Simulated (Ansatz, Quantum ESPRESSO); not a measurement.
# Al2O3 (corundum): bulk modulus from a few volumes

How stiff is corundum Al2O3 under hydrostatic load? Each row relaxes cell and atoms at a set pressure. The phase is followed to these pressures whether or not it stays the stable one.

Calculated with Quantum ESPRESSO 7.5, PBEsol, GBRV 1.5 ultrasoft potentials, cutoff 680 eV, Fermi–Dirac smearing 0.02 eV, k-mesh 7×7×7, no spin polarisation, no spin-orbit coupling.

Reference cell, relaxed at zero pressure with PBEsol (R-3c): a = 5.1434 Å, b = 5.1434 Å, c = 5.1434 Å, α = 55.36°, β = 55.36°, γ = 55.36°.

```
atom       x       y       z
  Al  0.3521  0.3521  0.3521
  Al  0.1479  0.1479  0.1479
  Al  0.6479  0.6479  0.6479
  Al  0.8521  0.8521  0.8521
   O  0.5559  0.9441  0.2500
   O  0.2500  0.5559  0.9441
   O  0.9441  0.2500  0.5559
   O  0.4441  0.0559  0.7500
   O  0.7500  0.4441  0.0559
   O  0.0559  0.7500  0.4441
```

```csv
V (Å³/atom),V/V0,P (GPa),E − E0 (meV/atom)
8.7307,1.0172,−4.000,1.6
8.4159,0.9805,5.001,2.9
8.2630,0.9627,10.006,10.3
7.9941,0.9313,19.995,35.8
7.7627,0.9044,29.978,72.2
```

V0 = 8.5834 Å³ an atom, where the residual pressure P0 is +0.004 GPa. **Question.** Fit the Birch–Murnaghan law and give the pressure and the energy at V = 8.1231 Å³ an atom, a row left out above.

With the Eulerian strain f = ½[(V0/V)^(2/3) − 1] and F = (P − P0)/[3f(1 + 2f)^(5/2)], the third-order law is the line F = B0 + (3/2) B0 (B′ − 4) f.

| f | F (GPa) |
| --- | --- |
| 0.03465 | 243.90 |
| 0.02428 | 243.77 |
| 0.01284 | 243.65 |
| 0.00661 | 243.76 |
| −0.00564 | 243.46 |

A straight line through the 5 rows: the means are 0.01455 for f and 243.71 for F, Σ(Δx)² = 0.0009723 and ΣΔxΔy = 0.009156, so the slope is 0.009156/0.0009723 = 9.4169 and the intercept 243.71 − (9.4169)(0.01455) = 243.57.

Hence B0 = 243.6 GPa and B′ = 4 + (9.4)/(1.5 × 243.6) = 4.03. For the withheld volume f = 0.01871, F = 243.75 GPa and P = 15.01 GPa. The run itself gives 15.01 GPa, so the estimate misses by 0.00 GPa, a rounding's worth.

Integrating the same law gives E − E0 = (9/2) B0 V0 f²[1 + (B′ − 4) f] + P0(V0 − V), with 1 GPa Å³ = 6.2415 meV: 20.6 meV an atom. The run itself gives 21.5 meV, so the estimate misses by 0.9 meV; the fitted rows themselves lie up to 1.7 meV off the law.

The same fit over all rows at other levels or in other programs gives B0 = 242 GPa with PBEsol (Ansatz) and 244 GPa with PBEsol (Quantum ESPRESSO, PseudoDojo).

Measured volume: 8.490 Å³ an atom (doi:10.1107/S1600576714003379, 298 K), so V0 is +1.1 % off. A stiffness follows the volume as d ln B/d ln V = −B′, which moves B0 by about +5 % when it is taken at the measured volume.

The calculation is for a static lattice, while measurements hold thermal and zero-point motion.

[Logs are printed without paths, hosts, clocks, repeated set-up lines and the standing remarks that a program may print on its own settings, such as how far it seeks lower states.]
